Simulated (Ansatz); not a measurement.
# Nb(100) with 4 thermally displaced layers, 2x2: scattering by thermal displacements

How much do lattice vibrations at 273 K scatter the electrons of Nb? Layers with random displacements are laid between perfect leads, and the resistance is followed against their length.

Calculated with Ansatz 0.2.0; Ansatz plane-wave DFT, PBE, PAW files; ballistic transport by layer matching (Landauer), zero bias; PAW set soft_1.

## 1. The structure

The cell holds 56 atoms: 56 Nb. Its edges and angles: a = 6.613 Å, b = 6.613 Å, c = 23.144 Å, α = 90.0°, β = 90.0°, γ = 90.0°. It derives from Nb. Regions: lead, 40 atoms (40 Nb); scattering region, 16 atoms (16 Nb). The structure is stacked along c, and the current runs across the ab planes.

## 2. With 4 displaced layers

Each atom of 4 layers is moved at random, by amounts drawn from a normal law 0.0762 Å wide in each direction from the Debye model (275 K) at 273 K. The layers about the cell's end stay perfect and serve as the lead. Disorder leaves little or no symmetry, which makes such runs dear. Energies from -0.05 to 0.05 eV in steps of 0.05 eV are too few for the program's thermal sum, so it prints no conductance; for a metal the transmission near the Fermi level serves, at a fraction of the cost.

The input, input.yaml:

```yaml
crystal:
  lattice:
    - [6.6126, 0.0, 0.0]
    - [0.0, 6.6126, 0.0]
    - [0.0, 0.0, 23.1441]
  atoms:
    - { symbol: Nb, position: [0.0, 0.0, 0.0357142857] }
    - { symbol: Nb, position: [0.0, 0.5, 0.0357142857] }
    - { symbol: Nb, position: [0.5, 0.0, 0.0357142857] }
    - { symbol: Nb, position: [0.5, 0.5, 0.0357142857] }
    - { symbol: Nb, position: [0.25, 0.25, 0.1071428571] }
    - { symbol: Nb, position: [0.25, 0.75, 0.1071428571] }
    - { symbol: Nb, position: [0.75, 0.25, 0.1071428571] }
    - { symbol: Nb, position: [0.75, 0.75, 0.1071428571] }
    - { symbol: Nb, position: [0.0, 0.0, 0.1785714286] }
    - { symbol: Nb, position: [0.0, 0.5, 0.1785714286] }
    - { symbol: Nb, position: [0.5, 0.0, 0.1785714286] }
    - { symbol: Nb, position: [0.5, 0.5, 0.1785714286] }
    - { symbol: Nb, position: [0.25, 0.25, 0.25] }
    - { symbol: Nb, position: [0.25, 0.75, 0.25] }
    - { symbol: Nb, position: [0.75, 0.25, 0.25] }
    - { symbol: Nb, position: [0.75, 0.75, 0.25] }
    - { symbol: Nb, position: [0.0, 0.0, 0.3214285714] }
    - { symbol: Nb, position: [0.0, 0.5, 0.3214285714] }
    - { symbol: Nb, position: [0.5, 0.0, 0.3214285714] }
    - { symbol: Nb, position: [0.5, 0.5, 0.3214285714] }
    - { symbol: Nb, position: [0.2514495729, 0.2484769323, 0.3949667376] }
    - { symbol: Nb, position: [0.2512094178, 0.7438241433, 0.394048261] }
    - { symbol: Nb, position: [0.7650341196, 0.2609191166, 0.3905389923] }
    - { symbol: Nb, position: [0.7354106617, 0.7428141238, 0.3929932734] }
    - { symbol: Nb, position: [0.9731941797, 0.9974775, 0.4601816009] }
    - { symbol: Nb, position: [0.9915575195, 0.4937251117, 0.4632438006] }
    - { symbol: Nb, position: [0.5047457841, 0.012019379, 0.4638623126] }
    - { symbol: Nb, position: [0.515754275, 0.492330816, 0.4654436118] }
    - { symbol: Nb, position: [0.2604163177, 0.2510838896, 0.5332651498] }
    - { symbol: Nb, position: [0.2393732139, 0.7447227726, 0.5364396231] }
    - { symbol: Nb, position: [0.7383598773, 0.2475883662, 0.535189788] }
    - { symbol: Nb, position: [0.7562355345, 0.7524748549, 0.536884907] }
    - { symbol: Nb, position: [0.992461858, 0.9985056543, 0.6097253244] }
    - { symbol: Nb, position: [0.0172181148, 0.4854839408, 0.6121298226] }
    - { symbol: Nb, position: [0.5155169106, 0.0090079208, 0.6080139916] }
    - { symbol: Nb, position: [0.4963807109, 0.5168098594, 0.6136000782] }
    - { symbol: Nb, position: [0.25, 0.25, 0.6785714286] }
    - { symbol: Nb, position: [0.25, 0.75, 0.6785714286] }
    - { symbol: Nb, position: [0.75, 0.25, 0.6785714286] }
    - { symbol: Nb, position: [0.75, 0.75, 0.6785714286] }
    - { symbol: Nb, position: [0.0, 0.0, 0.75] }
    - { symbol: Nb, position: [0.0, 0.5, 0.75] }
    - { symbol: Nb, position: [0.5, 0.0, 0.75] }
    - { symbol: Nb, position: [0.5, 0.5, 0.75] }
    - { symbol: Nb, position: [0.25, 0.25, 0.8214285714] }
    - { symbol: Nb, position: [0.25, 0.75, 0.8214285714] }
    - { symbol: Nb, position: [0.75, 0.25, 0.8214285714] }
    - { symbol: Nb, position: [0.75, 0.75, 0.8214285714] }
    - { symbol: Nb, position: [0.0, 0.0, 0.8928571429] }
    - { symbol: Nb, position: [0.0, 0.5, 0.8928571429] }
    - { symbol: Nb, position: [0.5, 0.0, 0.8928571429] }
    - { symbol: Nb, position: [0.5, 0.5, 0.8928571429] }
    - { symbol: Nb, position: [0.25, 0.25, 0.9642857143] }
    - { symbol: Nb, position: [0.25, 0.75, 0.9642857143] }
    - { symbol: Nb, position: [0.75, 0.25, 0.9642857143] }
    - { symbol: Nb, position: [0.75, 0.75, 0.9642857143] }
kpoints:
  mp_grid: { grid: [4, 4, 1] }
hamiltonian:
  xc: pbe
  pseudopotentials: { kind: paw, azcp: { folder: soft_1 } }
scf:
  occupations: { method: fermi_dirac, width: 0.1 }
output:
  transmission: { leads: [[0, 4]], kmesh: [8, 8], e_range: [-0.05, 0.05], de: 0.05 }
  write_potential: true
  write_density: true
  volumetric_format: npy
  elf: true
```

The run is started by

```
ansatz run input.yaml --threads 4 --pin off --max-ram 15360MiB --backend cpu --events-out ev --progress --plain --runs-dir out
```

Numbers of over 12 decimals in the logs are rounded to 6 here.

The log of the run:

```text
Engine: ansatz 0.2.0, aarch64-unknown-linux-gnu
Pseudopotentials: kind: paw
Pseudopotential: Nb, paw, valence charge 13, recommended cutoff 420 eV (normal), soft_1/Nb.paw.azcp
Functional definition: PBE
  parameter kappa = 0.804
  parameter beta = 0.066725
  exchange = pbe_x(kappa = kappa, mu = beta*pi^2/3)
  correlation = pbe_c(beta = beta)
Crystal: 56 atoms, lattice volume = 1012.010 Å³
Basis set: ecut = 420 eV, 19757 PW (Γ)
Bands: 437, of which v1, the nominal top of the filled ones, is band 364 counted from 1 (363 counted from 0)
Symmetry: 1 space group operations
Space group: P1 (ITA 1), of the structure as read, at distance tolerance 1.0e-4 Å
k-points: 10 of 16 (time reversal used)
Non-local potential: Nb, projectors of the file, l = 0: 3, l = 1: 2, l = 2: 2, l = 3: 1
PAW form: soft (Blöchl's): semilocal exchange-correlation on the pseudo side does not see the compensation charge
PAW one-centre angular grid: Nb, 590 points (default); XC on 64 Gauss nodes
Initial density: superposition of atomic densities (chi_scale 0.1, normalization cell)
Initial wavefunctions: pseudopotential atomic-orbital guess
Functional: x = pbe(κ = 0.804, μ = 0.219515), c = pbe(β = 0.066725)
SCF iter   1: F=—  HF=-254955.530498 eV  |F-HF|=—  |Δ(HF+E_count)|=         —  Δρ=7.78e-2  dr2=7.65e1  ethr=3.10e-3  ⟨swp⟩=5.7  Hψ=17191  notcnv=0
preconditioner: auto → Kerker (q_TF=auto, 2.583 Å⁻¹)  [metal: Δε(μ)=0.003 eV  Ē_g=3.743 eV  σ=0.100 eV  W_gap=0.01  n_scr=294 (ndim 8)  ℏωp=19.5 eV  f_vac=0.000  D(μ)=76.10/eV (n_scr^D=862)]
SCF iter   2: F=—  HF=-254937.671601 eV  |F-HF|=—  |Δ(HF+E_count)|=    1.79e1  Δρ=4.62e-2  dr2=2.42e1  ethr=3.10e-3  ⟨swp⟩=3.0  Hψ=9216  notcnv=0  defer=39
SCF iter   3: F=—  HF=-254930.180848 eV  |F-HF|=—  |Δ(HF+E_count)|=    7.49e0  Δρ=6.26e-3  dr2=2.65e-1  ethr=3.10e-3  ⟨swp⟩=2.9  Hψ=8279  notcnv=0  defer=39
SCF iter   4: F=—  HF=-254930.215821 eV  |F-HF|=—  |Δ(HF+E_count)|=   3.50e-2  Δρ=9.36e-4  dr2=1.51e-2  ethr=3.64e-5  ⟨swp⟩=3.3  Hψ=6516  notcnv=0  defer=5
SCF iter   5: F=—  HF=-254930.215673 eV  |F-HF|=—  |Δ(HF+E_count)|=   1.47e-4  Δρ=2.06e-4  dr2=2.00e-4  ethr=2.08e-6  ⟨swp⟩=2.1  Hψ=6023  notcnv=0  defer=5
SCF iter   6: F=—  HF=-254930.215802 eV  |F-HF|=—  |Δ(HF+E_count)|=   1.28e-4  Δρ=3.26e-5  dr2=1.34e-5  ethr=2.74e-8  ⟨swp⟩=2.3  Hψ=7526  notcnv=0  defer=5
SCF iter   7: F=—  HF=-254930.215094 eV  |F-HF|=—  |Δ(HF+E_count)|=   7.08e-4  Δρ=4.57e-6  dr2=1.66e-7  ethr=1.84e-9  ⟨swp⟩=1.8  Hψ=4639  notcnv=0  defer=5
SCF iter   8: F=-254930.215094 eV  HF=-254930.215094 eV  |F-HF|=2.44e-9  |Δ(HF+E_count)|=   3.73e-9  Δρ=1.04e-6  dr2=9.74e-9  ethr=1.37e-11  ⟨swp⟩=8.7  Hψ=10795  notcnv=0
SCF 1 converged in 8 iterations: F = -254930.215094 eV  dr2 = 9.74e-9
  greatest PAW one-centre occupation: 0.998 electrons in one spin orbital (limit 2), on the Nb atom at site 20 (counted from 0), in its partial waves of l = 0
transmission: 144 of 1428 steps passed
transmission: 288 of 1428 steps passed
[...]
transmission: 1428 of 1428 steps passed
SCF converged after 8 iterations
Free energy (F): -254930.215094 eV
Harris-Foulkes:  -254930.215094 eV  (|F-HF|=2.44e-9)
Internal energy: -254927.579599 eV  (E = F + TS)
E sigma→0 (E₀):  -254928.897347 eV
Entropy (-TS):   -2.635494 eV (-47.062 meV/atom)
Fermi energy:    17.744567 eV
--- Per-component energies (eV) ---
  E_band       = -3809.806319
  E_kinetic    = 20916.792254
  E_local      = -36466.477094  (includes V_loc(G=0)·N_el)
  E_nonlocal   = 5318.713416
  E_hartree    = 12134.042184
  E_xc         = -9288.720445
  E_vxc        = -11247.300590  (∫ρ·V_xc dr)
  E_paw        = -172605.421938  (= ΣΔE_a)
  E_vpaw       = -6599.620338  (= ΣTr[D̂ρ^β])
  E_aug_tail   = 0.002168  (compensation charges beyond the density's cutoff)
  E_ewald      = -74936.510144
  E_smearing   = -2.635494  (= −TS)
  E_closure    = 0.000000  (closes the sum)
  Σ components = -254930.215094   (vs F -254930.215094, Δ=0.00e0)
--- Band table (eV; the first three rows and the last of 10) ---
  k-point 0: bands = [... 360 lower, 18.0825, 18.0872, 18.1018, 18.1032, 18.1059, 18.1336, 18.2566, 18.3032, ... 69 higher]
  k-point 1: bands = [... 360 lower, 17.9275, 17.9478, 17.9727, 17.9906, 18.0209, 18.0610, 18.0938, 18.1819, ... 69 higher]
  k-point 2: bands = [... 360 lower, 17.6698, 17.6874, 17.6934, 17.7015, 17.7249, 17.7348, 17.7546, 17.7670, ... 69 higher]
  k-point 9: bands = [... 360 lower, 17.1018, 17.1096, 17.1150, 17.1304, 17.1662, 17.1814, 17.1864, 17.2357, ... 69 higher]
--- Transmission ---
  basis      : 385 plane waves across, 42 finite elements along
  points     : 34, standing for a mesh of 8 x 8
  energies   : 3 from -0.050000 to 0.050000 eV about the Fermi level, 0.050000 eV apart; the leads are filled to 0.000000 eV, and channels, transmission and decay are at 0.000000 eV
  crystal 0  : Nb4, at the sites [0, 4], period 1.6531 Å, over 16.53 Å; its Hamiltonian steps by up to 3.7 meV
    offset         : up to 0.0000 Å between an atom of the period and one for which it stands
    channels       : 1.060938e1 a spin
    conductance    : none, the energies end too early or step too widely for 300 K: set another output.transmission.e_range or a lower de, or, where they end at an eighth of basis.ecutwfc, a higher one
  junction   : crystal 0 to crystal 0, 0.70 to 22.19 Å
    transmission   : 8.304958e0 a spin
    conductance    : none, the energies end too early or step too widely for 300 K: set another output.transmission.e_range or a lower de, or, where they end at an eighth of basis.ecutwfc, a higher one
```

It took 19 min on 4 threads of Arm Neoverse V1, shared host; peak memory 8.3 GiB.

This step gave:

```
free energy                                    : -254930.2151 eV
energy at zero smearing                        : -254928.8973 eV
Fermi energy                                   : 17.74 eV
cell area                                      : 43.73 Å²
transmission per spin nearest the Fermi level  : 8.305
open channels per spin nearest the Fermi level : 10.61
step of the lead's potential                   : 3.7 meV
```

Per spin. Transmission, zone mean against energy, zero at the Fermi level:

```
energy (eV)  transmission, zone mean
    -0.0500                     8.76
     0.0000                     8.30
     0.0500                     8.15
```

Per spin. The open channels, zone mean, lead by energy, zero at the Fermi level:

```
energy (eV)  open channels, zone mean, lead
    -0.0500                            11.4
     0.0000                            10.6
     0.0500                            10.2
```

Transmission over k1 and k2. At 0.0000 eV from the Fermi level.

Ten even steps from '_' (3.1) to '@' (11.5):
```
__====**@@**====
====++%%@@##++==
==**####%%####**
##@@@@%%%%%%@@@@
==**####%%####**
====++##@@%%++==
__====**@@**====
____--++**++--__
```
Columns: k1 (b1) from -0.5 to 0.375; rows upwards: k2 (b2) from -0.5 to 0.375.

Open channels over k1 and k2. At 0.0000 eV from the Fermi level.

Ten even steps from '0' (4.0) to '9' (14.0):
```
05589855
65689865
68877788
99977799
68877788
65689865
05589855
00669660
```
Columns: k1 (b1) from -0.5 to 0.375; rows upwards: k2 (b2) from -0.5 to 0.375.

ELF in the ca plane at fractional y = 0.000, with atoms of Nb within 0.2 Å of it. It is the smooth field of the valence electrons, not physical close to the nuclei.

Ten even steps from '0' (0.17) to '9' (0.72), each cell a mean:
```
88595031188595020293393032078486022188595032
48872153148872242189982154048983144148872154
11111455311111454124421355311211355311111455
31124544542124555420024544542124544431124544
53245534553235445542246544542235544543245534
20013455420002445420013555310012455420013455
24531354124531254125641354136761255224531354
79994042169993032079894042179795033169994142
95186021185185021195185021186086021185185021
88595031188595032188794032079895031188595032
48872154148872254138862254126751253148872154
11111455311111455310101455310002454311111455
31124544542124544431124444542234444431124544
53245534553235544554445434553345434553245534
20013455420003555421124444420002455420013455
24531254124531355201101354113431354124531354
79994042169993143169961142059994143169894142
95186021185185021296693031077187021185185021
```
Columns run along c (16.0 Å, from fractional 0.15 to 0.85 of the cell), rows up along a (6.6 Å). Atoms in or near the plane, at fractional coordinates: Nb at (0.18, 0.00), Nb at (0.18, 0.50), Nb at (0.32, 0.00), Nb at (0.32, 0.50), Nb at (0.46, 0.97), Nb at (0.46, 0.50), Nb at (0.61, 0.99), Nb at (0.61, 0.52), Nb at (0.75, 0.00), Nb at (0.75, 0.50).

Valence density in the ca plane at fractional y = 0.000, with atoms of Nb within 0.2 Å of it. It is the smooth field of the valence electrons, not physical close to the nuclei.

Ten even steps from '0' (0.2 e/Å³) to '9' (5.0 e/Å³), each cell a mean:
```
49972000049972000169971000039983000049972000
14530000014530000047741000014641000014530000
00000000000000000012210000000100000000000000
00000000000000000000000000000000000000000000
00000000000000000000000000000000000000000000
00000000000000000000000000000000000000000000
02210000002210000002310000013420000002210000
37851000037851000037851000038972000037851000
59982000059982000059982000059993000059982000
49972000049972000049972000038972000049972000
14530000014530000013420000012320000014530000
00000000000000000000000000000000000000000000
00000000000000000000000000000000000000000000
00000000000000000000000000000000000000000000
00000000000000000000000000000000000000000000
02210000002210000000000000001210000002210000
37851000037851000025520000026751000037851000
59982000059982000159961000049993000059982000
```
Columns run along c (16.0 Å, from fractional 0.15 to 0.85 of the cell), rows up along a (6.6 Å). Atoms in or near the plane, at fractional coordinates: Nb at (0.18, 0.00), Nb at (0.18, 0.50), Nb at (0.32, 0.00), Nb at (0.32, 0.50), Nb at (0.46, 0.97), Nb at (0.46, 0.50), Nb at (0.61, 0.99), Nb at (0.61, 0.52), Nb at (0.75, 0.00), Nb at (0.75, 0.50).

Electrostatic potential energy in the ca plane at fractional y = 0.000, with atoms of Nb within 0.2 Å of it. With pseudopotentials it is smooth inside the atoms' cores, unlike the true potential.

Ten even steps from '0' (-55 eV) to '9' (20 eV), each cell a mean:
```
41026999841026999720026999841015899841026999
64358999964358999841147999974247999964358999
98789999998789999976679999997779999998789999
99999999999999999999999999999999999999999999
99999999999999999999999999999999999999999999
99899999999899999998899999998889999999899999
86578999986568999975568999975458999986578999
52136999852137999851136999851026999852136999
30015899730015899730015899830015899730015899
41026999841026999841026999851026999841026999
64358999964358999974458999975468999964358999
98789999998789999998889999998889999998789999
99999999999999999999999999999999999999999999
99999999999999999999999999999999999999999999
99899999999899999999999999999999999999899999
86578999986578999987789999987678999986578999
52136999852137999863358999963136999852136999
30015899730015899730027999840004899730015899
```
Columns run along c (16.0 Å, from fractional 0.15 to 0.85 of the cell; values clipped at the 3rd and 97th percentile), rows up along a (6.6 Å). Atoms in or near the plane, at fractional coordinates: Nb at (0.18, 0.00), Nb at (0.18, 0.50), Nb at (0.32, 0.00), Nb at (0.32, 0.50), Nb at (0.46, 0.97), Nb at (0.46, 0.50), Nb at (0.61, 0.99), Nb at (0.61, 0.52), Nb at (0.75, 0.00), Nb at (0.75, 0.50).

Over the solved energies the transmission per spin lies between 8.15 and 8.76, out of 10.7 channels of the lead on average (up to 11.4).

(Part 1 of 2 ends here.)

[Logs are printed without paths, hosts, clocks, repeated set-up lines and the standing remarks that a program may print on its own settings, such as how far it seeks lower states.]

[Hosts, paths, dates, database ids (printed as entryN), source tags and the programs' standing remarks are cut or masked in the printed files.]
